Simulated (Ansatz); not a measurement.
MoS2, a slab with vacuum:

```
CELL_PARAMETERS angstrom
3.18454 0.00000 0.00000
-1.59227 2.75789 0.00000
0.00000 0.00000 21.67053
ATOMIC_POSITIONS crystal
Mo 0.33333 0.66667 0.85116
Mo 0.66667 0.33333 0.14884
S 0.66667 0.33333 0.77963
S 0.33333 0.66667 0.07725
S 0.66667 0.33333 0.92275
S 0.33333 0.66667 0.22037
```

Base run:

* Program: Ansatz 0.2.0
* Functional: LDA
* Potentials or basis: Ansatz PAW
* Cutoff: 420 eV (not typed: the program's choice for these potentials)
* k mesh: 10 × 10 × 2
* Occupations: fermi-dirac, width 0.05 eV
* Spin: no spin polarisation

Its results: band gap on the k mesh 1.36 eV, indirect (least direct gap 1.89 eV); largest force 0.379 eV/Å.

**Question.** The run is repeated on the same cell with these changes: functional from LDA to r2SCAN; cutoff from 420 eV (not typed: the program's choice for these potentials) to 500 eV (not typed: the program's choice for these potentials). What comes out?

**Answer.** Band gap on the k mesh 1.46 eV, indirect (least direct gap 2.00 eV); largest force 0.034 eV/Å.

r2SCAN gives the wider gap, since meta-GGAs in the generalised Kohn-Sham scheme recover part of the derivative discontinuity.

Caveats: the PAW data sets come from PBE, with cores solved anew for the run's functional, which leaves a small shift of forces and pressure; the density of states is complete only up to the lowest level of the last band computed.

A k mesh can miss the band edges.
